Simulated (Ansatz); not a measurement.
# CdTe (F-43m): lattice vibrations

```xyz
2
Lattice="0.0000 3.2447 3.2447 3.2447 0.0000 3.2447 3.2447 3.2447 0.0000" Properties=species:S:1:pos:R:3 pbc="T T T"
Cd    0.0000    0.0000    0.0000
Te    4.8671    4.8671    4.8671
```

The conventional cell has a = 6.489 Å, b = 6.489 Å, c = 6.489 Å, α = 90.00°, β = 90.00°, γ = 90.00°. Cd (atom 1) is surrounded by 4 Te at 2.81 Å. Around Te (atom 2) lie 4 Cd at 2.81 Å.

Level of theory, where no other is named: PBEsol, all-electron LAPW in Ansatz 0.2.0, scalar-relativistic. k mesh 6×6×6, fixed occupations, basis error target 1 meV/atom. The cell was relaxed by PAW under this functional.

Atoms are displaced by 0.01 Å in the smallest supercells that hold the wave vectors of a 2×2×2 mesh. Negative values stand for unstable modes. The zone centre has no LO-TO term.

**Question.** What are the phonon energies at the solved wave vectors, in THz?

**Answer.** 

```json
{"q": "0.000 0.000 0.000", "point": "Gamma", "modes (THz)": "4.23 (×3)"}
{"q": "0.500 0.000 0.000", "point": "L", "modes (THz)": "0.84 (×2), 3.19, 4.29, 4.31 (×2)"}
{"q": "0.500 0.500 0.000", "point": "X", "modes (THz)": "1.02 (×2), 3.82, 3.84, 4.41 (×2)"}
```

**Question.** Is the structure dynamically stable at these wave vectors?

**Answer.** Yes, no mode is unstable there; wave vectors off this mesh aren't tested.

**Question.** How do the optical zone-centre modes decompose, and which are active?

**Answer.** Point group -43m: Γ_opt = T2.

```json
{"label": "T2", "THz": "4.23", "activity": "IR and Raman", "mostly": "Cd (53 %)"}
```

**Question.** How well do frozen-core PAW files reproduce these all-electron values?

**Answer.** With a cutoff of 420 eV and displacements of 0.0025 Å, the r.m.s. difference over the modes is 0.0 cm⁻¹; the largest difference is 143.2 (PAW) against 143.2 cm⁻¹ (LAPW).

**Question.** The cell is scaled evenly to 66.272 and 70.371 Å³ (from 68.321), with free atoms relaxed and the shape held. What are the mode Grüneisen parameters γ = −d ln ω/d ln V?

**Answer.** For the highest mode, 156.5 cm⁻¹ in the small cell and 137.9 in the large one give γ ≈ 2.11. From the change of the dynamical matrix on each mode:

```json
{"point": "Gamma", "cm⁻¹": "141.1", "γ": "1.81"}
{"point": "L", "cm⁻¹": "28.0", "γ": "-3.19"}
{"point": "L", "cm⁻¹": "106.4", "γ": "0.58"}
{"point": "L", "cm⁻¹": "143.2", "γ": "1.86"}
{"point": "L", "cm⁻¹": "143.8", "γ": "1.99"}
{"point": "X", "cm⁻¹": "33.9", "γ": "-3.77"}
{"point": "X", "cm⁻¹": "127.3", "γ": "1.48"}
{"point": "X", "cm⁻¹": "128.2", "γ": "1.24"}
{"point": "X", "cm⁻¹": "147.0", "γ": "2.11"}
```

Weighted by the modes' heat capacities at 300 K, the mean on this mesh is 0.04; it moves with the q mesh, and a coarse one overweights the zone boundary. Rows under −0.05 (2 here) are modes that soften under compression and pull towards negative thermal expansion.

**Question.** Linear response on PAW files adds the field. What are the dielectric tensor, the Born charges and the LO shift?

**Answer.** ε∞ = (9.06, 9.06, 9.06) along x, y, z with local fields. Born charges (xx, yy, zz): Cd1 (2.19, 2.19, 2.19); Te2 (-2.19, -2.19, -2.19). The highest zone-centre mode lies at 141.0 cm⁻¹ without the macroscopic field and at 162.0 cm⁻¹ with it, for q along x. Lyddane-Sachs-Teller then gives ε₀ = ε∞ (ω_LO/ω_TO)² = 11.96. With the ions free to follow the field, the program's ε₀ is (11.96, 11.96, 11.96).

Keep in mind: the frozen-core PAW files of the compared runs were fitted under PBE, their cores solved anew for this functional; field response not resolved by the mesh; semilocal gaps are low, and ε∞ tends to come out large.
